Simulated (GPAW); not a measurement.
# Al (Fm-3m) in GPAW: a series of runs

The runs below take Al through equation of state, band structure, one-shot levels on a semilocal density, with LDA, revPBE+D4, PBE, PW91.

Everything below comes from runs of GPAW 26.7.0. Logs are shortened: lines on timing, memory, paths and dates and some standing lists are left out, and cuts for length are marked. The log counts tension as positive stress, the text compression.

**What was measured.**

From “The interpretation of polycrystalline coherent inelastic neutron scattering from aluminium”, 2013, pmc:3831299, for a bulk crystal of Al: bulk modulus 76.9 GPa.

The runs below are set against these values where they give the same quantity.

### Step 1. The crystal as given

It takes space group Fm-3m (No. 225, cubic). The conventional cell has a = 4.050 Å, b = 4.050 Å, c = 4.050 Å, α = 90.00°, β = 90.00°, γ = 90.00°. Al (site symmetry m-3m) is surrounded by 12 Al at 2.86 Å.

### Step 2. Equation of state, LDA

run.py

```python
import spglib
from ase import Atoms
from ase.eos import EquationOfState
from ase.io import Trajectory, read
from ase.units import GPa
from gpaw import GPAW, PW, setup_paths

setup_paths.insert(0, '.')

atoms = read('Al.cif')
cell, positions, numbers = spglib.find_primitive(
    (atoms.cell[:], atoms.get_scaled_positions(), atoms.numbers), symprec=1e-4)
atoms = Atoms(numbers, cell=cell, scaled_positions=positions, pbc=True)

traj = Trajectory('eos.traj', 'w')
volumes, energies = [], []
for x in [0.94, 0.96, 0.98, 1.0, 1.02, 1.04, 1.06]:
    a = atoms.copy()
    a.set_cell(atoms.cell * x**(1 / 3), scale_atoms=True)
    calc = GPAW(mode=PW(600),
                xc='LDA',
                kpts={'size': (11, 11, 11), 'gamma': True},
                occupations={'name': 'fermi-dirac', 'width': 0.05},
                setups={'Al': 'jth'},
                nbands=-6,
                convergence={'density': 1e-05, 'energy': 1e-05},
                maxiter=150,
                txt=f'eos-{x:.2f}.txt')
    a.calc = calc
    energies.append(a.get_potential_energy(force_consistent=True))
    volumes.append(a.get_volume())
    p = -a.get_stress()[:3].mean() / GPa
    calc.write(f'eos-{x:.2f}.gpw')
    traj.write(a)
    print(f'{x:.2f} {volumes[-1]:10.4f} A^3 {energies[-1]:14.6f} eV {p:9.3f} GPa', flush=True)

v0, e0, B = EquationOfState(volumes, energies, eos='birchmurnaghan').fit()
print(f'V0 = {v0:.4f} A^3, E0 = {e0:.6f} eV, B0 = {B / GPa:.2f} GPa')
```

Al.cif

```cif
data_Al
_cell_length_a 4.04961000
_cell_length_b 4.04961000
_cell_length_c 4.04961000
_cell_angle_alpha 90.00000000
_cell_angle_beta 90.00000000
_cell_angle_gamma 90.00000000
_space_group_name_H-M_alt 'Fm-3m'
_space_group_name_Hall '-F 4 2 3'
_space_group_IT_number 225
loop_
_space_group_symop_operation_xyz
'x,y,z'
'-x,-y,-z'
'-y,x,z'
'y,-x,-z'
'-x,-y,z'
'x,y,-z'
'y,-x,z'
'-y,x,-z'
'x,-y,-z'
'-x,y,z'
'-y,-x,-z'
'y,x,z'
'-x,y,-z'
'x,-y,z'
'y,x,-z'
'-y,-x,z'
'z,x,y'
'-z,-x,-y'
'z,-y,x'
'-z,y,-x'
'z,-x,-y'
'-z,x,y'
'z,y,-x'
'-z,-y,x'
'-z,x,-y'
'z,-x,y'
'-z,-y,-x'
'z,y,x'
'-z,-x,y'
'z,x,-y'
'-z,y,x'
'z,-y,-x'
'y,z,x'
'-y,-z,-x'
'x,z,-y'
'-x,-z,y'
'-y,z,-x'
'y,-z,x'
'-x,z,y'
'x,-z,-y'
'-y,-z,x'
'y,z,-x'
'-x,-z,-y'
'x,z,y'
'y,-z,-x'
'-y,z,x'
'x,-z,y'
'-x,z,-y'
'x,y+1/2,z+1/2'
'-x,-y+1/2,-z+1/2'
'-y,x+1/2,z+1/2'
[... 62 lines left out ...]
'-z+1/2,-x,-y+1/2'
'z+1/2,-y,x+1/2'
'-z+1/2,y,-x+1/2'
'z+1/2,-x,-y+1/2'
'-z+1/2,x,y+1/2'
'z+1/2,y,-x+1/2'
'-z+1/2,-y,x+1/2'
'-z+1/2,x,-y+1/2'
'z+1/2,-x,y+1/2'
'-z+1/2,-y,-x+1/2'
'z+1/2,y,x+1/2'
'-z+1/2,-x,y+1/2'
'z+1/2,x,-y+1/2'
'-z+1/2,y,x+1/2'
'z+1/2,-y,-x+1/2'
'y+1/2,z,x+1/2'
'-y+1/2,-z,-x+1/2'
'x+1/2,z,-y+1/2'
'-x+1/2,-z,y+1/2'
'-y+1/2,z,-x+1/2'
'y+1/2,-z,x+1/2'
'-x+1/2,z,y+1/2'
'x+1/2,-z,-y+1/2'
'-y+1/2,-z,x+1/2'
'y+1/2,z,-x+1/2'
'-x+1/2,-z,-y+1/2'
'x+1/2,z,y+1/2'
'y+1/2,-z,-x+1/2'
'-y+1/2,z,x+1/2'
'x+1/2,-z,y+1/2'
'-x+1/2,z,-y+1/2'
'x+1/2,y+1/2,z'
'-x+1/2,-y+1/2,-z'
'-y+1/2,x+1/2,z'
'y+1/2,-x+1/2,-z'
'-x+1/2,-y+1/2,z'
'x+1/2,y+1/2,-z'
'y+1/2,-x+1/2,z'
'-y+1/2,x+1/2,-z'
'x+1/2,-y+1/2,-z'
'-x+1/2,y+1/2,z'
'-y+1/2,-x+1/2,-z'
'y+1/2,x+1/2,z'
'-x+1/2,y+1/2,-z'
'x+1/2,-y+1/2,z'
'y+1/2,x+1/2,-z'
'-y+1/2,-x+1/2,z'
'z+1/2,x+1/2,y'
'-z+1/2,-x+1/2,-y'
'z+1/2,-y+1/2,x'
'-z+1/2,y+1/2,-x'
'z+1/2,-x+1/2,-y'
'-z+1/2,x+1/2,y'
'z+1/2,y+1/2,-x'
'-z+1/2,-y+1/2,x'
'-z+1/2,x+1/2,-y'
'z+1/2,-x+1/2,y'
'-z+1/2,-y+1/2,-x'
'z+1/2,y+1/2,x'
'-z+1/2,-x+1/2,y'
'z+1/2,x+1/2,-y'
'-z+1/2,y+1/2,x'
'z+1/2,-y+1/2,-x'
'y+1/2,z+1/2,x'
'-y+1/2,-z+1/2,-x'
'x+1/2,z+1/2,-y'
'-x+1/2,-z+1/2,y'
'-y+1/2,z+1/2,-x'
'y+1/2,-z+1/2,x'
'-x+1/2,z+1/2,y'
'x+1/2,-z+1/2,-y'
'-y+1/2,-z+1/2,x'
'y+1/2,z+1/2,-x'
'-x+1/2,-z+1/2,-y'
'x+1/2,z+1/2,y'
'y+1/2,-z+1/2,-x'
'-y+1/2,z+1/2,x'
'x+1/2,-z+1/2,y'
'-x+1/2,z+1/2,-y'
loop_
_atom_site_label
_atom_site_type_symbol
_atom_site_symmetry_multiplicity
_atom_site_Wyckoff_symbol
_atom_site_fract_x
_atom_site_fract_y
_atom_site_fract_z
_atom_site_occupancy
Al1 Al 4 a 0.0000000000 0.0000000000 0.0000000000 1
```

Potentials or basis: JTH PAW 2.0, LDA, pw.

Started as:

```bash
$ OMP_NUM_THREADS=1 python run.py
```

The log of the run:

```text
__  _  _
 | _ |_)|_||  |
 |__||  | ||/\| - 26.7.0

Input parameters:
  mode=PW(ecut=600.0),
  convergence={'density': 1e-05, 'energy': 1e-05},
  kpts=MonkhorstPack(size=(11, 11, 11), gamma=True),
  maxiter=150,
  nbands=-6,
  occupations=Occupations(name='fermi-dirac', width=0.05),
  setups={'Al': 'jth'},
  xc=XC(name='LDA')

Diagonalizing LCAO Hamiltonian
Converting LCAO to pw mode

       Al

Atoms  # Å, Bohr magnetons
|   | symbol |        x |        y |        z |    initial magnetic moments |
|---|--------|----------|----------|----------|-----------------------------|
| 0 |     Al | 0.000000 | 0.000000 | 0.000000 | ( 0.0000,  0.0000,  0.0000) |

Unit cell  # Å
| periodic |        x |        y |        z |  lengths |    angles |
|----------|----------|----------|----------|----------|-----------|
|      yes | 0.000000 | 1.983471 | 1.983471 | 2.805051 | 60.000000 |
|      yes | 1.983471 | 0.000000 | 1.983471 | 2.805051 | 60.000000 |
|      yes | 1.983471 | 1.983471 | 0.000000 | 2.805051 | 60.000000 |

Number of symmetries: 48
Symmetry operations  # r_c * U_cc + t_c -> r_c
|    | kind |            matrix            |
|----|------|------------------------------|
|  0 |  σ   |  1, 0, 0,  1, 0,-1,  1,-1, 0 |
|  1 |  C2  |  1, 0, 0,  1,-1, 0,  1, 0,-1 |
|  2 |  E   |  1, 0, 0,  0, 1, 0,  0, 0, 1 |
|  3 |  σ   |  1, 0, 0,  0, 0, 1,  0, 1, 0 |
|  4 |  C4  |  1, 0,-1,  1, 0, 0,  1,-1, 0 |
|  5 |  S6  |  1, 0,-1,  1,-1, 0,  1, 0, 0 |
|  6 |  σ   |  1, 0,-1,  0, 1,-1,  0, 0,-1 |
|  7 |  C3  |  1, 0,-1,  0, 0,-1,  0, 1,-1 |
|  8 |  S6  |  1,-1, 0,  1, 0, 0,  1, 0,-1 |
|  9 |  C4  |  1,-1, 0,  1, 0,-1,  1, 0, 0 |
| 10 |  C3  |  1,-1, 0,  0,-1, 1,  0,-1, 0 |
| 11 |  σ   |  1,-1, 0,  0,-1, 0,  0,-1, 1 |
| 12 |  σ   |  0, 1, 0,  1, 0, 0,  0, 0, 1 |
| 13 |  C4  |  0, 1, 0,  0, 1,-1, -1, 1, 0 |
| 14 |  C3  |  0, 1, 0,  0, 0, 1,  1, 0, 0 |
| 15 |  S6  |  0, 1, 0, -1, 1, 0,  0, 1,-1 |
| 16 |  C2  |  0, 1,-1,  1, 0,-1,  0, 0,-1 |
| 17 |  σ   |  0, 1,-1,  0, 1, 0, -1, 1, 0 |
| 18 |  S4  |  0, 1,-1,  0, 0,-1,  1, 0,-1 |
| 19 |  C4  |  0, 1,-1, -1, 1, 0,  0, 1, 0 |
| 20 |  C3  |  0, 0, 1,  1, 0, 0,  0, 1, 0 |
| 21 |  σ   |  0, 0, 1,  0, 1, 0,  1, 0, 0 |
| 22 |  S6  |  0, 0, 1,  0,-1, 1, -1, 0, 1 |
| 23 |  C4  |  0, 0, 1, -1, 0, 1,  0,-1, 1 |
| 24 |  S4  |  0, 0,-1,  1, 0,-1,  0, 1,-1 |
| 25 |  C3  |  0, 0,-1,  0, 1,-1,  1, 0,-1 |
| 26 |  C2  |  0, 0,-1,  0,-1, 0, -1, 0, 0 |
| 27 |  S6  |  0, 0,-1, -1, 0, 0,  0,-1, 0 |
| 28 |  S4  |  0,-1, 1,  1,-1, 0,  0,-1, 0 |
| 29 |  C4  |  0,-1, 1,  0, 0, 1, -1, 0, 1 |
| 30 |  C2  |  0,-1, 1,  0,-1, 0,  1,-1, 0 |
| 31 |  σ   |  0,-1, 1, -1, 0, 1,  0, 0, 1 |
| 32 |  C3  |  0,-1, 0,  1,-1, 0,  0,-1, 1 |
| 33 |  S6  |  0,-1, 0,  0, 0,-1, -1, 0, 0 |
| 34 |  S4  |  0,-1, 0,  0,-1, 1,  1,-1, 0 |
| 35 |  C2  |  0,-1, 0, -1, 0, 0,  0, 0,-1 |
| 36 |  C2  | -1, 1, 0,  0, 1, 0,  0, 1,-1 |
| 37 |  S6  | -1, 1, 0,  0, 1,-1,  0, 1, 0 |
| 38 |  S4  | -1, 1, 0, -1, 0, 1, -1, 0, 0 |
| 39 |  C3  | -1, 1, 0, -1, 0, 0, -1, 0, 1 |
| 40 |  S6  | -1, 0, 1,  0, 0, 1,  0,-1, 1 |
| 41 |  C2  | -1, 0, 1,  0,-1, 1,  0, 0, 1 |
| 42 |  C3  | -1, 0, 1, -1, 1, 0, -1, 0, 0 |
| 43 |  S4  | -1, 0, 1, -1, 0, 0, -1, 1, 0 |
| 44 |  C2  | -1, 0, 0,  0, 0,-1,  0,-1, 0 |
| 45 |  i   | -1, 0, 0,  0,-1, 0,  0, 0,-1 |
| 46 |  σ   | -1, 0, 0, -1, 1, 0, -1, 0, 1 |
| 47 |  C2  | -1, 0, 0, -1, 0, 1, -1, 1, 0 |

BZ-sampling:
  Number of BZ points: 1331
  Number of IBZ points: 56

  Monkhorst-Pack size: [11, 11, 11]
  Monkhorst-Pack shift: [0, 0, 0]

K-points  # in reciprocal-cell coordinates
|     |                                coordinates |     weight |
|-----|--------------------------------------------|------------|
|   0 | (  0.00000000,   0.00000000,   0.00000000) | 0.00075131 |
|   1 | (  0.09090909,   0.09090909,   0.00000000) | 0.00450789 |
|   2 | (  0.09090909,   0.09090909,   0.09090909) | 0.00601052 |
|   3 | (  0.18181818,   0.09090909,   0.09090909) | 0.00901578 |
|   4 | (  0.18181818,   0.18181818,   0.00000000) | 0.00450789 |
|   5 | (  0.18181818,   0.18181818,   0.09090909) | 0.01803156 |
|   6 | (  0.18181818,   0.18181818,   0.18181818) | 0.00601052 |
|   7 | (  0.27272727,   0.18181818,   0.09090909) | 0.01803156 |
|   8 | (  0.27272727,   0.18181818,   0.18181818) | 0.01803156 |
|   9 | (  0.27272727,   0.27272727,   0.00000000) | 0.00450789 |
| ... |                                            |            |
|  55 | (  0.45454545,   0.45454545,   0.45454545) | 0.00601052 |

Plane wave coefficients: 534
Cutoff: 600.0 eV

Spin-components: 1 (collinear spins)
Bands:           7
Projectors:      4
Spin-degeneracy: 2
Datatype:        complex128

Parallelization:
  kpt:    1
  domain: 1
  band:   1

Density:
  Valence electrons: 3.0
  Components: 1
  Grid points: [16 16 16]
  Charge: 0.0  # |e|

Potential:
  Grid points: [16 16 16]

species:
  Al:
    name:    Aluminium
    Z:       13.0
    valence: 3
    core:    10
    charge:  0.0  # [|e|]
    compensation charges:
      type: sinc
      rc: 0.85  # [Å]
      lmax: 2
    cutoffs:
      filter: 1.01  # [Å]
      core: 2.44  # [Å]
    projectors
    | kind |    occ | energy [eV] | rcut [Å] |
    |------|--------|-------------|----------|
    |   3s |  2.000 |      -7.830 |    1.007 |
    |    s |        |      40.817 |    1.007 |
    |   3p |  1.000 |      -2.784 |    1.007 |
    |    p |        |      54.423 |    1.007 |

    Using partial waves for Al as LCAO basis

Reference energy: -6578.789024  # eV

eigensolver:
  PPCG
  Converge bands: occupied
  niter=2

density mixing:
  MSR1-Mixer
  Pratt-step length: 0.05
  Maximum mixing coefficient: 0.75
  Old densities: 10
  SVD Regularization: 0.005
  Good broyden scale: 1.0
  Trust region scale: 1.0
  Backstep threshold: 4.0
  History deletion threshold: 6.0
  Fourier metric: weight=20.0, sigma=0.015

occupation numbers:
  Fermi-Dirac:
    width: 0.0500  # eV

poisson solver:
  ecut: 4800.0  # eV

xc functional:
  name: None

convergence criteria:
- Maximum integral of absolute [dens]ity change: 1e-05 electrons / valence electron
- Maximum [total energy] change in last 3 cyles: 1e-05 eV / valence electron
- Maximum integral of absolute [eigenst]ate change: 4e-08 eV^2 / valence electron
maximum number of iterations: 150

SCF iterations
|iter     | |      energy | eigst |  dens |
|---------|-|-------------|-------|-------|
|iter:   1| |   -4.236106 | +0.17 |       |
|iter:   2| |   -4.238036 | -1.92 | -1.00 |
|iter:   3| |   -4.218132 | -3.38 | -1.02 |
|iter:   4| |   -4.216880 | -4.30 | -1.65 |
|iter:   5| |   -4.216863 | -5.72 | -2.62 |
|iter:   6| |   -4.216862c| -7.04 | -3.23 |
|iter:   7| |   -4.216862c| -8.13c| -4.37 |
|iter:   8| |   -4.216862c| -9.24c| -4.97 |
|iter:   9| |   -4.216862c|-10.50c| -6.48c|

Converged in 9 steps
Energy contributions relative to reference atoms: (reference = -6578.789024)

Energy contributions:
  Kinetic:           5.471942
  Coulomb:          -3.080954
  Zero:             -0.125957
  External:          0.000000
  Xc:               -6.479923
  Entropy:          -0.003939
  Spinorbit:         0.000000
  ----------------------------
  Free energy:      -4.218832
  Extrapolated:     -4.216862

dipole moment: (-7.373032, -7.373032, -7.373032)  # |e|*Ang

Fermi level: 7.358
Eigenvalues  # (at kpt = [0.000, 0.000, 0.000])
| band index |      eig [eV] | occ [0-2] |
|------------|---------------|-----------|
|          0 |        -4.142 |     2.000 |
|          1 |        20.248 |     0.000 |
|          2 |        20.248 |     0.000 |
|          3 |        20.248 |     0.000 |
|          4 |        21.955 |     0.000 |
|          5 |        21.955 |     0.000 |
|          6 |        21.955 |     0.000 |

No gap
No difference between direct/indirect transitions

Stress tensor  # eV/Ang^3
|         x |         y |         z |
|-----------|-----------|-----------|
| -0.005960 |  0.000000 |  0.000000 |
|  0.000000 | -0.005960 |  0.000000 |
|  0.000000 |  0.000000 | -0.005960 |

# Writing to eos-0.94.gpw (mode='')
```

Wall time 39 s (1 thread of Arm Neoverse V1, shared host); peak memory 0.15 GiB.

What came out:

- Equilibrium volume: 15.78 Å³/atom
- Bulk modulus: 85 GPa
- Pressure derivative of the bulk modulus: 4.4

Energy against volume, from the lowest point:
| volume (Å³/atom) | energy (meV/atom) |
| --- | --- |
| 15.607 | 0.11 |
| 15.939 | 0.00 |
| 16.271 | 3.41 |
| 16.603 | 9.96 |
| 16.935 | 19.25 |
| 17.267 | 31.11 |
| 17.599 | 45.14 |

Caveat: the program truncates these outside data sets.

### Step 3. Equation of state, revPBE+D4

Edit run.py of step 2 so:

```diff
@@ -2,2 +2,3 @@
 from ase import Atoms
+from ase.calculators.mixing import SumCalculator
 from ase.eos import EquationOfState
@@ -5,5 +6,4 @@
 from ase.units import GPa
-from gpaw import GPAW, PW, setup_paths
-
-setup_paths.insert(0, '.')
+from dftd4.ase import DFTD4
+from gpaw import GPAW, PW
 
@@ -20,7 +20,6 @@
     calc = GPAW(mode=PW(600),
-                xc='LDA',
+                xc='revPBE',
                 kpts={'size': (11, 11, 11), 'gamma': True},
                 occupations={'name': 'fermi-dirac', 'width': 0.05},
-                setups={'Al': 'jth'},
-                nbands=-6,
+                nbands=7,
                 convergence={'density': 1e-05, 'energy': 1e-05},
@@ -28,4 +27,4 @@
                 txt=f'eos-{x:.2f}.txt')
-    a.calc = calc
-    energies.append(a.get_potential_energy(force_consistent=True))
+    a.calc = SumCalculator([calc, DFTD4(method='revpbe')])
+    energies.append(a.get_potential_energy())
     volumes.append(a.get_volume())
```

Al.cif is that of step 2.

Potentials or basis: the program's PAW data sets (release 1.2.1) made for this functional, pw.

Started as:

```bash
$ OMP_NUM_THREADS=1 python run.py
```

Run time: 43 s. Hardware: 1 thread of Arm Neoverse V1, shared host; peak memory 0.19 GiB.

Results (log left out):

```yaml
Equilibrium_volume: 15.70 Å³/atom
Bulk_modulus: 91 GPa
Pressure_derivative_of_the_bulk_modulus: 4.4
```

Energy against volume, from the lowest point:
| volume (Å³/atom) | energy (meV/atom) |
| --- | --- |
| 15.607 | 0.00 |
| 15.939 | 0.82 |
| 16.271 | 5.30 |
| 16.603 | 13.06 |
| 16.935 | 23.76 |
| 17.267 | 37.06 |
| 17.599 | 52.67 |

### Step 4. Band structure, PBE

run.py

```python
from ase.dft.bandgap import bandgap
from ase.io import read, write
from gpaw import GPAW

atoms = read('POSCAR')

calc = GPAW(mode='lcao',
            h=0.16,
            basis='sz(dzp)',
            xc='PBE',
            kpts={'size': (11, 11, 11), 'gamma': True},
            occupations={'name': 'fermi-dirac', 'width': 0.05},
            convergence={'density': 1e-05, 'energy': 1e-05},
            maxiter=150,
            txt='gpaw.txt')
atoms.calc = calc
energy = atoms.get_potential_energy()
forces = atoms.get_forces()
calc.write('gs.gpw')
write('result.traj', atoms)
print(f'Energy: {energy:.6f} eV')
print('Forces (eV/A):')
print(forces.round(4))
print('Fermi level:', round(calc.get_fermi_level(), 4), 'eV')
print(f'Gap: {bandgap(calc)[0]:.4f} eV, direct: {bandgap(calc, direct=True)[0]:.4f} eV')

path = atoms.cell.bandpath('GXWKGLUWLK,UX', npoints=80, eps=1e-4)
bs_calc = calc.fixed_density(kpts=path, symmetry='off', txt='bands.txt')
bs = bs_calc.band_structure()
bs.write('bs.json')
print(f'Gap on the path: {bandgap(bs_calc)[0]:.4f} eV')
```

POSCAR

```
Al
1.0
    0.0000000000      2.0248050000      2.0248050000
    2.0248050000      0.0000000000      2.0248050000
    2.0248050000      2.0248050000      0.0000000000
Al
1
Direct
    0.0000000000      0.0000000000      0.0000000000
```

Potentials or basis: GPAW PAW data sets (gpaw-data 1.2.1), lcao:sz(dzp).

Started as:

```bash
$ OMP_NUM_THREADS=1 python run.py
```

It took 56 s on 1 thread of Arm Neoverse V1, shared host; peak memory 0.14 GiB.

These settings aren't checked as converged: the numbers below hold their error.

What came out:

* Free energy: -3.0743 eV
* Band gap along the path: none (metal or under the smearing width)

Caveat: the real-space grid adds noise to forces; the basis of atomic orbitals isn't converged, which shifts pressures, moduli and gaps.

[end of part 1 of 2]
